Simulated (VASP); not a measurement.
# AlN under pressure and tension, part 2 of 2

How does AlN change with the volume? The starting structure is a measured crystal structure from the Crystallography Open Database. All runs use LDA. The equilibrium cell comes from relaxations that aren't shown. At each volume, shape and positions are relaxed as far as symmetry leaves them free.

VASP 6.6.1.

Results so far: the equilibrium volume 0.0 GPa; 0.96 of the equilibrium volume 9.3 GPa; 1.04 of the equilibrium volume -7.7 GPa.

### Step 5. Relaxation at 0.92 of the equilibrium volume

Level of this step: LDA; plane waves and PAW (Al, N) (VASP).

INCAR

```
SYSTEM = AlN
PREC = Accurate
ENCUT = 560
EDIFF = 1E-07
NELM = 100
ISMEAR = 0
SIGMA = 0.03
LREAL = .FALSE.
ALGO = Normal
GGA = CA
NBANDS = 14
LORBIT = 11
LWAVE = .FALSE.
LCHARG = .FALSE.
KPAR = 8
IBRION = 2
NSW = 50
ISIF = 4
EDIFFG = -0.003
```

POSCAR

```
AlN
1.0
    3.0069559264      0.0000000000      0.0000000000
   -1.5034779632      2.6041002213      0.0000000000
    0.0000000000      0.0000000000      4.8125630437
Al N
2 2
Direct
    0.3333333300      0.6666666700      0.0000158243
    0.6666666700      0.3333333300      0.5000158243
    0.3333333300      0.6666666700      0.3819841757
    0.6666666700      0.3333333300      0.8819841757
```

KPOINTS

```
Automatic mesh
0
Gamma
8 8 4
0 0 0
```

Potentials, in the order of the species: Al and N (LDA family, release 64).

Launch:

```console
> mpirun -np 8 vasp_std
```

The log of the run:

```text
[... set-up lines as in an earlier step ...]
 entering main loop
       N       E                     dE             d eps       ncg     rms          rms(c)
DAV:   1     0.423122385404E+02    0.42312E+02   -0.79383E+03   840   0.109E+03
DAV:   2    -0.348698945450E+02   -0.77182E+02   -0.70815E+02  1210   0.199E+02
DAV:   3    -0.381647902729E+02   -0.32949E+01   -0.32807E+01  1104   0.421E+01
DAV:   4    -0.381825137634E+02   -0.17723E-01   -0.17722E-01  1008   0.378E+00
[...]
DAV:  12    -0.326401067206E+02    0.40663E-06   -0.17696E-06  1032   0.100E-02    0.631E-03
DAV:  13    -0.326401065768E+02    0.14376E-06   -0.68138E-07  1104   0.634E-03    0.297E-04
DAV:  14    -0.326401065928E+02   -0.15963E-07   -0.24615E-08   618   0.123E-03
   1 F= -.32640107E+02 E0= -.32640107E+02  d E =-.326401E+02
[...]
2 F= -.32640980E+02 E0= -.32640980E+02  d E =-.873091E-03
[...]
3 F= -.32641155E+02 E0= -.32641155E+02  d E =-.104874E-02
[...]
4 F= -.32641369E+02 E0= -.32641369E+02  d E =-.213941E-03
[...]
5 F= -.32641422E+02 E0= -.32641422E+02  d E =-.267073E-03
[...]
reached required accuracy - stopping structural energy minimisation
```

It took 14 s on 8 MPI ranks of AMD EPYC 7R43, shared host; peak memory 1 GiB.

OUTCAR, selected parts (step 5):

```text
  Total        4.8596262      4.8596262      4.8499496      0.0000000      0.0000000      0.0000000
  in kB      206.6104390    206.6104393    206.1990310      0.0000000      0.0000000      0.0000000
  external PRESSURE =     206.4733031 kB  Pullay stress =       0.0000000 kB

 POSITION                                       TOTAL-FORCE (eV/Angst)
 -----------------------------------------------------------------------------------
     -0.00000      1.74050      4.78263        -0.000000      0.000000      0.000763
      1.50732      0.87025      2.38861         0.000000     -0.000000      0.000763
     -0.00000      1.74050      1.83446        -0.000000      0.000000     -0.000763
      1.50732      0.87025      4.22848         0.000000     -0.000000     -0.000763
 -----------------------------------------------------------------------------------
    total drift:                               -0.000008      0.000005      0.000889

  FREE ENERGIE OF THE ION-ELECTRON SYSTEM (eV)
  ---------------------------------------------------
  free  energy   TOTEN  =       -32.6414224103 eV

  energy  without entropy=      -32.6414224103  energy(sigma->0) =      -32.64142241

[... 2 parts as in an earlier step ...]

[... 2 further parts left out ...]
[key lines of the parts left out:]
E-fermi :   7.2170
```

0.92 of the equilibrium volume: 9.421 Å³ an atom and a pressure of 20.65 GPa, and 5.085 eV of gap on the mesh. Further runs on this cell, not shown, give the modes B1 (2) 803.8, E1 769.4, E2 (1) 238.2 cm⁻¹.

### Step 6. Relaxation at 0.98 of the equilibrium volume

INCAR is that of step 5.

POSCAR

```
AlN
1.0
    3.0709528277      0.0000000000      0.0000000000
   -1.5354764138      2.6595231636      0.0000000000
    0.0000000000      0.0000000000      4.9149885962
Al N
2 2
Direct
    0.3333333300      0.6666666700      0.0000158243
    0.6666666700      0.3333333300      0.5000158243
    0.3333333300      0.6666666700      0.3819841757
    0.6666666700      0.3333333300      0.8819841757
```

KPOINTS is that of step 5.

Launch:

```console
> mpirun -np 8 vasp_std
```

The log of the run:

```text
[... set-up lines as in an earlier step ...]
 entering main loop
       N       E                     dE             d eps       ncg     rms          rms(c)
DAV:   1     0.427863442329E+02    0.42786E+02   -0.77967E+03   840   0.108E+03
DAV:   2    -0.344295933453E+02   -0.77216E+02   -0.70224E+02  1188   0.197E+02
DAV:   3    -0.380348217760E+02   -0.36052E+01   -0.35899E+01  1116   0.443E+01
DAV:   4    -0.380551824738E+02   -0.20361E-01   -0.20358E-01   966   0.402E+00
[...]
DAV:  12    -0.328293318102E+02    0.24213E-06   -0.19821E-06  1032   0.117E-02    0.561E-03
DAV:  13    -0.328293316021E+02    0.20807E-06   -0.10903E-06  1128   0.779E-03    0.619E-04
DAV:  14    -0.328293316220E+02   -0.19908E-07   -0.22323E-08   534   0.124E-03
   1 F= -.32829332E+02 E0= -.32829332E+02  d E =-.328293E+02
[...]
2 F= -.32829372E+02 E0= -.32829372E+02  d E =-.401479E-04
[...]
3 F= -.32829377E+02 E0= -.32829377E+02  d E =-.458718E-04
[...]
4 F= -.32829379E+02 E0= -.32829379E+02  d E =-.113552E-05
[...]
5 F= -.32829386E+02 E0= -.32829386E+02  d E =-.807387E-05
[...]
reached required accuracy - stopping structural energy minimisation
```

Run time: 8.6 s. Hardware: 8 MPI ranks; peak memory 1.1 GiB.

OUTCAR, selected parts (step 6):

```text
  Total        1.1131800      1.1131800      1.1138877      0.0000000      0.0000000      0.0000000
  in kB       44.4300237     44.4300237     44.4582701      0.0000000      0.0000000      0.0000000
  external PRESSURE =      44.4394392 kB  Pullay stress =       0.0000000 kB

 POSITION                                       TOTAL-FORCE (eV/Angst)
 -----------------------------------------------------------------------------------
     -0.00000      1.77388      4.90925        -0.000000      0.000000     -0.000199
      1.53622      0.88694      2.45415        -0.000000      0.000000     -0.000199
     -0.00000      1.77388      1.87665        -0.000000      0.000000      0.000199
      1.53622      0.88694      4.33175         0.000000     -0.000000      0.000199
 -----------------------------------------------------------------------------------
    total drift:                               -0.000008      0.000005      0.000957

  FREE ENERGIE OF THE ION-ELECTRON SYSTEM (eV)
  ---------------------------------------------------
  free  energy   TOTEN  =       -32.8293855677 eV

  energy  without entropy=      -32.8293855677  energy(sigma->0) =      -32.82938557

[... 2 parts as in an earlier step ...]

[... 2 further parts left out ...]
[key lines of the parts left out:]
E-fermi :   6.4514
```

0.98 of the equilibrium volume: 10.036 Å³ an atom and a pressure of 4.44 GPa, and 4.569 eV of gap on the mesh. Further runs on this cell, not shown, give the modes B1 (2) 748.5, E1 702.1, E2 (1) 239.0 cm⁻¹.

### Step 7. Relaxation at 1.02 of the equilibrium volume

INCAR is that of step 6.

POSCAR

```
AlN
1.0
    3.1121785903      0.0000000000      0.0000000000
   -1.5560892952      2.6952257213      0.0000000000
    0.0000000000      0.0000000000      4.9809694707
Al N
2 2
Direct
    0.3333333300      0.6666666700      0.0000158243
    0.6666666700      0.3333333300      0.5000158243
    0.3333333300      0.6666666700      0.3819841757
    0.6666666700      0.3333333300      0.8819841757
```

KPOINTS is that of step 6.

Launch:

```console
> mpirun -np 8 vasp_std
```

The log of the run:

```text
[... set-up lines as in an earlier step ...]
 entering main loop
       N       E                     dE             d eps       ncg     rms          rms(c)
DAV:   1     0.444628118612E+02    0.44463E+02   -0.79661E+03   840   0.109E+03
DAV:   2    -0.342507114353E+02   -0.78714E+02   -0.71579E+02  1182   0.199E+02
DAV:   3    -0.378545350461E+02   -0.36038E+01   -0.35866E+01  1140   0.449E+01
DAV:   4    -0.378765763559E+02   -0.22041E-01   -0.22039E-01   948   0.419E+00
[...]
DAV:  12    -0.328311451466E+02    0.51285E-06   -0.25116E-06  1038   0.119E-02    0.439E-03
DAV:  13    -0.328311449961E+02    0.15056E-06   -0.86691E-07  1086   0.703E-03    0.115E-03
DAV:  14    -0.328311449964E+02   -0.31878E-09   -0.13232E-08   594   0.104E-03
   1 F= -.32831145E+02 E0= -.32831145E+02  d E =-.328311E+02
[...]
2 F= -.32831185E+02 E0= -.32831185E+02  d E =-.403257E-04
[...]
3 F= -.32831190E+02 E0= -.32831190E+02  d E =-.454060E-04
[...]
4 F= -.32831193E+02 E0= -.32831193E+02  d E =-.223583E-05
[...]
5 F= -.32831196E+02 E0= -.32831196E+02  d E =-.577103E-05
[...]
reached required accuracy - stopping structural energy minimisation
```

Wall time 7.6 s (8 MPI ranks); peak memory 1 GiB.

Parts of OUTCAR (step 7):

```text
  Total       -1.0460969     -1.0460969     -1.0475470      0.0000000      0.0000000      0.0000000
  in kB      -40.1152016    -40.1152016    -40.1708090      0.0000000      0.0000000      0.0000000
  external PRESSURE =     -40.1337374 kB  Pullay stress =       0.0000000 kB

 POSITION                                       TOTAL-FORCE (eV/Angst)
 -----------------------------------------------------------------------------------
     -0.00000      1.79599      0.00105         0.000000     -0.000000      0.000331
      1.55537      0.89799      2.49384        -0.000000     -0.000000      0.000331
     -0.00000      1.79599      1.90344         0.000000      0.000000     -0.000331
      1.55537      0.89799      4.39623        -0.000000      0.000000     -0.000331
 -----------------------------------------------------------------------------------
    total drift:                               -0.000008      0.000005      0.000213

  FREE ENERGIE OF THE ION-ELECTRON SYSTEM (eV)
  ---------------------------------------------------
  free  energy   TOTEN  =       -32.8311961734 eV

  energy  without entropy=      -32.8311961734  energy(sigma->0) =      -32.83119617

[... 2 parts as in an earlier step ...]

[... 2 further parts left out ...]
[key lines of the parts left out:]
E-fermi :   6.0424
```

1.02 of the equilibrium volume: 10.445 Å³ an atom and a pressure of -4.01 GPa, and 4.231 eV of gap on the mesh. Further runs on this cell, not shown, give the modes B1 (2) 716.1, E1 662.0, E2 (1) 239.5 cm⁻¹.

### Step 8. Relaxation at 0.9 of the equilibrium volume

INCAR is that of step 7.

POSCAR

```
AlN
1.0
    2.9850065605      0.0000000000      0.0000000000
   -1.4925032802      2.5850915128      0.0000000000
    0.0000000000      0.0000000000      4.7774335939
Al N
2 2
Direct
    0.3333333300      0.6666666700      0.0000158243
    0.6666666700      0.3333333300      0.5000158243
    0.3333333300      0.6666666700      0.3819841757
    0.6666666700      0.3333333300      0.8819841757
```

KPOINTS is that of step 7.

Launch:

```console
> mpirun -np 8 vasp_std
```

The log of the run:

```text
[... set-up lines as in an earlier step ...]
 entering main loop
       N       E                     dE             d eps       ncg     rms          rms(c)
DAV:   1     0.465626980337E+02    0.46563E+02   -0.79828E+03   840   0.109E+03
DAV:   2    -0.348592708492E+02   -0.81422E+02   -0.73969E+02  1162   0.210E+02
DAV:   3    -0.381613871217E+02   -0.33021E+01   -0.32893E+01  1134   0.433E+01
DAV:   4    -0.381784357523E+02   -0.17049E-01   -0.17047E-01   930   0.380E+00
[...]
DAV:  12    -0.325164565925E+02    0.47997E-06   -0.16078E-06  1014   0.981E-03    0.673E-03
DAV:  13    -0.325164564422E+02    0.15021E-06   -0.66989E-07  1092   0.628E-03    0.303E-04
DAV:  14    -0.325164564567E+02   -0.14446E-07   -0.27977E-08   600   0.128E-03
   1 F= -.32516456E+02 E0= -.32516456E+02  d E =-.325165E+02
[... from here on, the cycles between the ionic steps are left out ...]
   2 F= -.32517967E+02 E0= -.32517967E+02  d E =-.151088E-02
   3 F= -.32518307E+02 E0= -.32518307E+02  d E =-.185030E-02
   4 F= -.32518817E+02 E0= -.32518817E+02  d E =-.510141E-03
   5 F= -.32518830E+02 E0= -.32518830E+02  d E =-.523362E-03
   6 F= -.32518830E+02 E0= -.32518830E+02  d E =-.523157E-03
   7 F= -.32518831E+02 E0= -.32518831E+02  d E =-.114774E-05
   8 F= -.32518831E+02 E0= -.32518831E+02  d E =-.139572E-05
[...]
reached required accuracy - stopping structural energy minimisation
```

The job ended after 13 s (8 MPI ranks; peak memory 1.1 GiB; 92 s of CPU time).

From OUTCAR (step 8):

```text
  Total        6.2541804      6.2541804      6.2549876      0.0000000      0.0000000      0.0000000
  in kB      271.8098037    271.8098040    271.8448835      0.0000000      0.0000000      0.0000000
  external PRESSURE =     271.8214971 kB  Pullay stress =       0.0000000 kB

 POSITION                                       TOTAL-FORCE (eV/Angst)
 -----------------------------------------------------------------------------------
     -0.00000      1.72958      4.73573        -0.000000      0.000000     -0.001689
      1.49786      0.86479      2.36407        -0.000000     -0.000000     -0.001689
     -0.00000      1.72958      1.81953        -0.000000      0.000000      0.001689
      1.49786      0.86479      4.19119         0.000000     -0.000000      0.001689
 -----------------------------------------------------------------------------------
    total drift:                               -0.000008      0.000005     -0.000848

  FREE ENERGIE OF THE ION-ELECTRON SYSTEM (eV)
  ---------------------------------------------------
  free  energy   TOTEN  =       -32.5188313109 eV

  energy  without entropy=      -32.5188313109  energy(sigma->0) =      -32.51883131

[... 2 parts as in an earlier step ...]

[... 2 further parts left out ...]
[key lines of the parts left out:]
E-fermi :   7.3880
```

0.9 of the equilibrium volume: 9.216 Å³ an atom and a pressure of 27.18 GPa, and 5.087 eV of gap on the mesh. Its modes couldn't be matched to those of the other runs.

### Step 9. Relaxation at 1.06 of the equilibrium volume

INCAR is that of step 8.

POSCAR

```
AlN
1.0
    3.1523401630      0.0000000000      0.0000000000
   -1.5761700815      2.7300066636      0.0000000000
    0.0000000000      0.0000000000      5.0452471340
Al N
2 2
Direct
    0.3333333300      0.6666666700      0.0000158243
    0.6666666700      0.3333333300      0.5000158243
    0.3333333300      0.6666666700      0.3819841757
    0.6666666700      0.3333333300      0.8819841757
```

KPOINTS is that of step 8.

Launch:

```console
> mpirun -np 8 vasp_std
```

The log of the run:

```text
[... set-up lines as in an earlier step ...]
 entering main loop
       N       E                     dE             d eps       ncg     rms          rms(c)
DAV:   1     0.418601563030E+02    0.41860E+02   -0.77109E+03   840   0.108E+03
DAV:   2    -0.338476697904E+02   -0.75708E+02   -0.70235E+02  1196   0.196E+02
DAV:   3    -0.376166737628E+02   -0.37690E+01   -0.37526E+01  1134   0.447E+01
DAV:   4    -0.376398881706E+02   -0.23214E-01   -0.23212E-01   936   0.428E+00
[...]
DAV:  12    -0.327539576989E+02    0.71916E-06   -0.34296E-06  1056   0.142E-02    0.468E-03
DAV:  13    -0.327539574960E+02    0.20284E-06   -0.12756E-06  1068   0.841E-03    0.150E-03
DAV:  14    -0.327539574925E+02    0.34814E-08   -0.26804E-08   558   0.146E-03
   1 F= -.32753957E+02 E0= -.32753957E+02  d E =-.327540E+02
[...]
2 F= -.32754255E+02 E0= -.32754255E+02  d E =-.297235E-03
[...]
3 F= -.32754287E+02 E0= -.32754287E+02  d E =-.329481E-03
[...]
4 F= -.32754312E+02 E0= -.32754312E+02  d E =-.251465E-04
[...]
5 F= -.32754322E+02 E0= -.32754322E+02  d E =-.348747E-04
[...]
reached required accuracy - stopping structural energy minimisation
```

Elapsed: 16 s, on 8 MPI ranks; peak memory 1.1 GiB; 2 min of CPU time.

OUTCAR, selected parts (step 9):

```text
  Total       -2.9735532     -2.9735532     -2.9755173      0.0000000      0.0000000      0.0000000
  in kB     -109.7253740   -109.7253740   -109.7978514      0.0000000      0.0000000      0.0000000
  external PRESSURE =    -109.7495331 kB  Pullay stress =       0.0000000 kB

 POSITION                                       TOTAL-FORCE (eV/Angst)
 -----------------------------------------------------------------------------------
     -0.00000      1.81783      0.00258        -0.000000      0.000000      0.000360
      1.57428      0.90891      2.53124         0.000000     -0.000000      0.000360
     -0.00000      1.81783      1.92933         0.000000      0.000000     -0.000360
      1.57428      0.90891      4.45800        -0.000000     -0.000000     -0.000360
 -----------------------------------------------------------------------------------
    total drift:                               -0.000009      0.000005     -0.000565

  FREE ENERGIE OF THE ION-ELECTRON SYSTEM (eV)
  ---------------------------------------------------
  free  energy   TOTEN  =       -32.7543218484 eV

  energy  without entropy=      -32.7543218484  energy(sigma->0) =      -32.75432185

[... 2 parts as in an earlier step ...]

[... 2 further parts left out ...]
[key lines of the parts left out:]
E-fermi :   5.6498
```

1.06 of the equilibrium volume: 10.855 Å³ an atom and a pressure of -10.97 GPa, and 3.908 eV of gap on the mesh. Further runs on this cell, not shown, give the modes B1 (2) 687.3, E1 625.1, E2 (1) 239.6 cm⁻¹.

### Step 10. All runs side by side

```
                           run  volume (Å³/atom)  pressure (GPa)  gap on the mesh (eV)  B1 (2)     E1  E2 (1)  core minutes
 0.9 of the equilibrium volume             9.216           27.18                 5.087       -      -       -          1.68
0.92 of the equilibrium volume             9.421           20.65                 5.085   803.8  769.4   238.2          1.89
0.96 of the equilibrium volume             9.831            9.33                 4.744   766.1  723.7   238.7          2.08
0.98 of the equilibrium volume            10.036            4.44                 4.569   748.5  702.1   239.0          1.15
        the equilibrium volume             10.24            0.01                 4.398   731.8  681.6   239.2         0.853
1.02 of the equilibrium volume            10.445           -4.01                 4.231   716.1  662.0   239.5          1.01
1.04 of the equilibrium volume             10.65           -7.66                 4.067   701.3  643.2   239.5          1.89
1.06 of the equilibrium volume            10.855          -10.97                 3.908   687.3  625.1   239.6          2.13
```

Modes are in cm⁻¹ and matched by symmetry and order, imaginary ones as negative numbers. A number in brackets counts the listed modes of one symmetry from the lowest. The symmetry labels come from an automatic analysis and can be wrong where levels nearly coincide. Core minutes are wall time times ranks of the run shown, on a shared host.

### Step 11. What came out

| Quantity | Value |
| --- | --- |
| pressure at 0.9 of the equilibrium volume | 27.18 GPa |
| pressure at 0.92 of the equilibrium volume | 20.65 GPa |
| pressure at 0.96 of the equilibrium volume | 9.33 GPa |
| pressure at 0.98 of the equilibrium volume | 4.44 GPa |
| pressure at the equilibrium volume | 0.01 GPa |
| pressure at 1.02 of the equilibrium volume | -4.01 GPa |
| pressure at 1.04 of the equilibrium volume | -7.66 GPa |
| pressure at 1.06 of the equilibrium volume | -10.97 GPa |

Between 0.9 of the equilibrium volume and 1.06 of the equilibrium volume the pressure on AlN goes from 27.2 to -11.0 GPa. Over this range the gap on the mesh falls or stays level: 5.09, 5.09, 4.74, 4.57, 4.40, 4.23, 4.07, 3.91 eV. Semilocal functionals give gaps that are too small, spin-orbit coupling is left out, and the mesh may miss the true band edges, by more at some strains than at others. Where bands change their order, the gap's trend can turn. The B1 (2) mode goes from 804 to 687 cm⁻¹, a mean mode Grüneisen parameter of 1.1. The E1 mode goes from 769 to 625 cm⁻¹, a mean mode Grüneisen parameter of 1.5. The E2 (1) mode goes from 238 to 240 cm⁻¹, a mean mode Grüneisen parameter of 0.0. The frequencies are harmonic, and the splitting of polar modes by their long-range field is left out. Further runs on this material are not shown.

[Lines on the potential files, build, host, timing and source positions are cut from VASP's logs without a mark.]

[Logs are printed without paths, hosts, clocks, repeated set-up lines and the standing remarks that a program may print on its own settings, such as how far it seeks lower states.]

[Hosts, paths, dates, database ids (printed as entryN), source tags and the programs' standing remarks are cut or masked in the printed files.]
